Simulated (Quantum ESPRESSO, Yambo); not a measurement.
# A GW chain in Yambo: SiC (P6_3mc), part 3 of 3

Aim: the G0W0 gap of SiC (P6_3mc) on PBE, step by step.

Quantum ESPRESSO 7.5 and Yambo 5.3.0; PBE and many-body steps on it, plane waves. Known limits of the many-body steps: not at the basis limit; coarse k mesh.

So far. Step 3 (Bands along the symmetry lines): The gap is 2.228 eV, as in the run before at this level. Step 4 (Empty states on the mesh, 3×3×2 mesh, 203 bands): On this mesh the gap is 3.011 eV. The earlier step found 2.228 eV, so this mesh misses an edge.

### 6. Screening and self-energy, 3×3×2 mesh, 203 bands, screening to 129.3 eV

G0W0 replaces the xc potential by the self-energy, built once from these orbitals. Only a window of levels is corrected, while the sums run over the empty bands that the input names.

This step: G0W0 on PBE, plane waves, norm-conserving pseudopotentials.

Input file gw1.in:

```
HF_and_locXC
gw0
dyson
ppa
em1d
rim_cut
RandQpts= 1000000
RandGvec= 1 RL
EXXRLvcs= 74 Ry
VXCRLvcs= 296 Ry
Chimod= "HARTREE"
% BndsRnXp
 1 | 203 |
%
NGsBlkXp= 9.5 Ry
% LongDrXp
 1 | 1 | 1 |
%
% GbndRnge
 1 | 203 |
%
DysSolver= "n"
ExtendOut
PPAPntXp= 27.21138 eV
% QPkrange
 1 | 6 | 5 | 23 |
%
```

Run with:

```
OMP_NUM_THREADS=1 mpirun -n 4 yambo -F gw1.in -J gw1 -C gw1 > gw1.log
```

What it wrote:

```text
 Yambo, version 5.3.0

 [02] CORE Variables Setup
 =========================

  [... cell, symmetries and grids as in the set-up ...]

  [02.05] Energies & Occupations
  ==============================

  [X] === General ===
  [X] Electronic Temperature                        :  0.000000  0.000000 [eV K]
  [X] Bosonic    Temperature                        :  0.000000  0.000000 [eV K]
  [X] Finite Temperature mode                       : no
  [X] El. density                                   :  0.38786E+24 [cm-3]
  [X] Fermi Level                                   :  9.607050 [eV]

  [X] === Gaps and Widths ===
  [X] Conduction Band Min                           :  3.011370 [eV]
  [X] Valence Band Max                              :  0.000000 [eV]
  [X] Filled Bands                                  :  16
  [X] Empty Bands                                   :   17  203
  [X] Direct Gap                                    :  3.856449 [eV]
  [X] Direct Gap localized at k                     :  3
  [X] Indirect Gap                                  :  3.011370 [eV]
  [X] Indirect Gap between kpts                     :  1  3
  [X] Last valence band width                       :  2.457014 [eV]
  [X] 1st conduction band width                     :  2.308218 [eV]

 [03] Transferred momenta grid and indexing
 ==========================================

 IBZ Q-points                                      :   6
 BZ  Q-points                                      :  18

 K/Q-points units:
 rlu = crystal or reduced units; cc = cartesian coordinates; iku = interal k-units

 Q [1]          [rlu]:  0.000000  0.000000  0.000000
 Q [2]          [rlu]:  0.000000  0.000000 -0.500000
 Q [3]          [rlu]:  0.31044E-17  0.33333       0.0000
 Q [4]          [rlu]:  0.31044E-17  0.33333     -0.50000
 Q [5]          [rlu]:  0.333333  0.333333  0.000000
 Q [6]          [rlu]:  0.333333  0.333333 -0.500000

 [04] Coloumb potential Random Integration (RIM)
 ===============================================

  [04.01] RIM initialization
  ==========================

  * Diagonal components only detected *

  8 x (sBL volume)        :  0.198010 [a.u.]
  sBZ random points       :  1000000
  Points outside the sBZ  :   7994252
  RL volume               :  0.445522 [a.u.]
  Integrated volume       :  0.445842 [a.u.]

  [04.02] RIM integrals
  =====================

  Gamma point sphere radius             :  0.105725 [a.u.]
  Points outside the sphere             :   812974
  [Int_sBZ(q=0) 1/q^2]*(Vol_sBZ)^(-1/3) =:  7.219046
                                 should be <:  7.795600

  Summary of Coulomb integrals for non-metallic bands |Q|[au] RIM/Bare

  Q [1] 0.100000E-4 0.926041 * Q [2] 0.165080 0.635036
  Q [3] 0.416089 1.145420 * Q [4] 0.447640 1.089992
  Q [5] 0.720687 1.044714 * Q [6] 0.739352 1.038534

 [05] Dipoles
 ============

  [05.01] Setup: observables and procedures
  =========================================

  [WARNING] [x,Vnl] slows the Dipoles computation. To neglect it rename the ns.kb_pp file

 [06] Dynamic Dielectric Matrix (PPA)
 ====================================

 [WR./gw1//ndb.pp]---------------------------------------------------------------
  Brillouin Zone Q/K grids (IBZ/BZ)                :   6  18   6  18
  RL vectors                                       :   7575 [WF]
  Coulomb cutoff potential                         : none
  Electronic Temperature                           :  0.000000 [K]
  Bosonic    Temperature                           :  0.000000 [K]
  PPA    diel. fun.  energies                      : Perdew, Burke & Ernzerhof(X)+Perdew, Burke & Ernzerhof(C)
  wavefunctions                                    : Perdew, Burke & Ernzerhof(X)+Perdew, Burke & Ernzerhof(C)
  Global Gauge                                     : length
  X matrix size                                    :  277
  X band range                                     :    1  203
  X e/h energy range                               : -1.000000 -1.000000 [eV]
  X Time ordering                                  : R
  X Hxc Kernel                                     : HARTREE
  X Drude frequency                                :  0.000000  0.000000
  X poles                                          :  100.0000 [o/o]
  RL vectors in the sum                            :   7575
  [r,Vnl] included                                 : yes
  Field direction                                  :  0.577350E-5  0.577350E-5  0.577350E-5
  BZ energy Double Grid                            : no
  BZ energy DbGd points                            : 0
  BZ Q point size factor                           : -1.000000
  X Optical Averaged directions                    : none

 [07] Local Exchange-Correlation + Non-Local Fock
 ================================================

 [VXC] Plane waves :   47781
 [EXS] Plane waves :   5987

 QP @ state[ 1 ] K range:   1   6
 QP @ state[ 1 ] b range:   5  23

 [xc] Functional : Perdew, Burke & Ernzerhof(X)+Perdew, Burke & Ernzerhof(C)
 [xc] LIBXC used to calculate xc functional
  PP Number of Atomic Species                      :  2
  NLCC RL compoments                               :   47781
  PP Number of Atomic Species                      :  2
  NLCC RL compoments                               :   47781

 [xc] E_xc :  -12.24063 [Ha]
      E_xc :  -24.48127 [Ry]

  Local XC kind (lXC) : Perdew, Burke & Ernzerhof(X)+Perdew, Burke & Ernzerhof(C)
  Non-Local XC kind (nlXC) : Hartree-Fock

  Corrections @ K [1] :  [eV]
 <5|nlXC|5> = -18.25676  0.28305E-16 <5|lXC|5> = -12.07351  0.18882E-15
 <6|nlXC|6> = -18.03476  0.82278E-17 <6|lXC|6> = -13.43929 -0.18881E-15
 <7|nlXC|7> = -17.97962  0.18449E-16 <7|lXC|7> = -13.41833  0.18881E-15
 <8|nlXC|8> = -18.32846  0.41894E-17 <8|lXC|8> = -14.52356  0.37762E-15
 <9|nlXC|9> = -18.32900  0.86076E-17 <9|lXC|9> = -14.52356  0.98317E-19
 <10|nlXC|10> = -18.26463 -0.10270E-17 <10|lXC|10> = -14.67426 -0.37767E-15
 <11|nlXC|11> = -18.26519 -0.19093E-16 <11|lXC|11> = -14.67426  0.37770E-15
 <12|nlXC|12> = -18.27402 -0.43848E-17 <12|lXC|12> = -14.75748  0.15082E-20
 <13|nlXC|13> = -18.27449  0.14444E-16 <13|lXC|13> = -14.75748 -0.18885E-15
 <14|nlXC|14> = -17.64958 -0.57700E-17 <14|lXC|14> = -14.94121 -0.94397E-16
[...]
Corrections @ K [2] :  [eV]
[...]
Corrections @ K [3] :  [eV]
[...]
Corrections @ K [4] :  [eV]
[...]
Corrections @ K [5] :  [eV]
[...]
Corrections @ K [6] :  [eV]
[...]
<19|nlXC|19> = -6.552548  0.31895E-17 <19|lXC|19> = -12.06160  0.11804E-16
 <20|nlXC|20> = -6.552947  0.39015E-17 <20|lXC|20> = -12.06147 -0.21242E-15
 <21|nlXC|21> = -6.384660 -0.12184E-19 <21|lXC|21> = -12.04257 -0.59158E-17
 <22|nlXC|22> = -6.384426 -0.18581E-18 <22|lXC|22> = -12.04258 -0.18880E-15
 <23|nlXC|23> = -6.311251  0.11660E-18 <23|lXC|23> = -12.52052  0.94398E-16

  [07.01] Hartree-Fock occupations report
  =======================================

  [Hartree-Fock] === General ===
  [Hartree-Fock] Electronic Temperature             :  0.000000  0.000000 [eV K]
  [Hartree-Fock] Bosonic    Temperature             :  0.000000  0.000000 [eV K]
  [Hartree-Fock] Finite Temperature mode            : no
  [Hartree-Fock] El. density                        :  0.38786E+24 [cm-3]
  [Hartree-Fock] Fermi Level                        :  9.607050 [eV]

  [Hartree-Fock] === Gaps and Widths ===
  [Hartree-Fock] Conduction Band Min                :  7.765948 [eV]
  [Hartree-Fock] Valence Band Max                   : -3.244633 [eV]
  [Hartree-Fock] Filled Bands                       :  16
  [Hartree-Fock] Empty Bands                        :   17  203
  [Hartree-Fock] Direct Gap                         :  12.11891 [eV]
  [Hartree-Fock] Direct Gap localized at k          :  3
  [Hartree-Fock] Indirect Gap                       :  11.01058 [eV]
  [Hartree-Fock] Indirect Gap between kpts          :  1  3
  [Hartree-Fock] Last valence band width            :  2.911940 [eV]
  [Hartree-Fock] 1st conduction band width          :  3.105501 [eV]

 [08] Dyson equation: Newton solver
 ==================================

  [08.01] G0W0 (W PPA)
  ====================

  [  GW  ] Bands range     :    1  203
  [GW/PPA] G damping       :  0.100000 [eV]

  QP @ state[ 1 ] K range:   1   6
  QP @ state[ 1 ] b range:   5  23

   Sc/G bands                                       :    1  203
   Sc/G damping                                     :  0.100000 ev
   Sc bands terminator                              : no
   Sx RL components                                 :   5987

   QP @ state[ 1 ] K range                          :   1   6
   QP @ state[ 1 ] b range                          :   5  23
   GF energies kind                                 : Perdew, Burke & Ernzerhof(X)+Perdew, Burke & Ernzerhof(C)
   GF WF`s kind                                     : Perdew, Burke & Ernzerhof(X)+Perdew, Burke & Ernzerhof(C)
   Xs energies kind                                 : Perdew, Burke & Ernzerhof(X)+Perdew, Burke & Ernzerhof(C)
   Xs WF`s kind                                     : Perdew, Burke & Ernzerhof(X)+Perdew, Burke & Ernzerhof(C)

 [11] Game Over & Game summary
```

Wall time 12 min (4 MPI ranks of Arm Neoverse N1, shared host); peak memory 1.8 GiB; 46 min of CPU time.

This step gave:

```
G0W0 gap on the mesh                         : 3.732 eV
starting gap on the mesh                     : 3.011 eV
k of the valence top                         : 0, 0, 0
k of the conduction bottom                   : 0, 0.3333, 0
least direct G0W0 gap on the computed points : 4.714 eV
Z at the valence top                         : 0.7964
Z at the conduction bottom                   : 0.8151
```

The gap on the mesh goes from 3.01 eV to 3.73 eV, a correction of +0.72 eV. The start differs from the 2.23 eV found before because the two sample other k points.

Limits: finite bands, cutoff and mesh; coarse k mesh. v1 is the top filled band, c1 the lowest empty one. Levels before and after the correction, in eV, zero at the valence-band top of each column:

```csv
,conduction bottom,valence top
Kohn-Sham,3.01,0.00
G0W0,3.73,0.00
```

```csv
,level,energy (eV)
Kohn-Sham,Γ v3,-0.053
Kohn-Sham,Γ v2-v1,0.000
Kohn-Sham,Γ c1,5.111
Kohn-Sham,Γ c2,5.691
Kohn-Sham,Γ c3,6.311
Kohn-Sham,(0 0.333 0) v3,-2.022
Kohn-Sham,(0 0.333 0) v2,-1.372
Kohn-Sham,(0 0.333 0) v1,-0.845
Kohn-Sham,(0 0.333 0) c1,3.011
Kohn-Sham,(0 0.333 0) c2,3.247
Kohn-Sham,(0 0.333 0) c3,4.557
G0W0,Γ v3,0.000
G0W0,Γ v2-v1,-0.023
G0W0,Γ c1,6.017
G0W0,Γ c2,6.585
G0W0,Γ c3,7.224
G0W0,(0 0.333 0) v3,-2.304
G0W0,(0 0.333 0) v2,-1.501
G0W0,(0 0.333 0) v1,-0.982
G0W0,(0 0.333 0) c1,3.732
G0W0,(0 0.333 0) c2,3.975
G0W0,(0 0.333 0) c3,5.348
```

### 7. Where the time went

Times are wall times on the hardware named with each run, good to a factor of about two.

```csv
step,time,share,memory (GiB)
ground state,21 s,3 %,0.36
bands along the symmetry lines,29 s,4 %,0.3
empty states on the mesh,38 s,5 %,0.65
conversion and set-up,2.7 s,0 %,0.24
screening and self-energy,12 min,88 %,1.8
```

### 8. Summary of results

```
PBE gap                              : 2.23 eV, indirect
G0W0 gap on the mesh                 : 3.73 eV
G0W0 gap over the zone (rigid shift) : 2.95 eV
GW settings                          : 3×3×2 mesh, 203 bands, screening to 129.3 eV, Godby-Needs plasmon pole
known limits                         : not at the basis limit; coarse k mesh
```

In words: G0W0 moves the gap on the mesh from 3.01 eV to 3.73 eV (+0.72 eV), with Z of 0.80 and 0.82 at the edges. The mesh misses the band edges by 0.78 eV in all; a rigid shift gives 2.95 eV for the zone. The dearest step here is «screening and self-energy». Against experiment, by G0W0@PBE: the gap of 2.95 eV lies −0.31 eV from the measured 3.26 eV (kind not stated, quoted 2020); the gap of 2.95 eV lies −0.25 eV from the measured 3.2 eV (kind not stated, quoted 2020); the gap of 2.95 eV lies −0.34 eV from the measured 3.285 eV (kind not stated, quoted 2018). The calculation has static nuclei and no excitons; a measured gap holds zero-point and thermal motion, which mostly lowers it. Bands and cutoff are finite, so the gap is not at the basis limit. The miss can reach some tenths of an eV and take either sign; the mesh is an error of its own. A denser mesh or path gives a starting gap of 2.23 eV: the GW mesh misses a band edge, so its gaps are not the fundamental one. The 3×3×2 mesh is coarse for this cell, which bears on the long-range parts of exchange and screening.

[Paths, hosts, dates, memory and timing lines, banners, echoed tables and standing remarks are left out of the program output.]

[Logs are printed without paths, hosts, clocks, repeated set-up lines and the standing remarks that a program may print on its own settings, such as how far it seeks lower states.]

[Runs of the session that timed out or met a known fault of the program may be left out.]

[Hosts, paths, dates, database ids (printed as entryN), source tags and the programs' standing remarks are cut or masked in the printed files.]
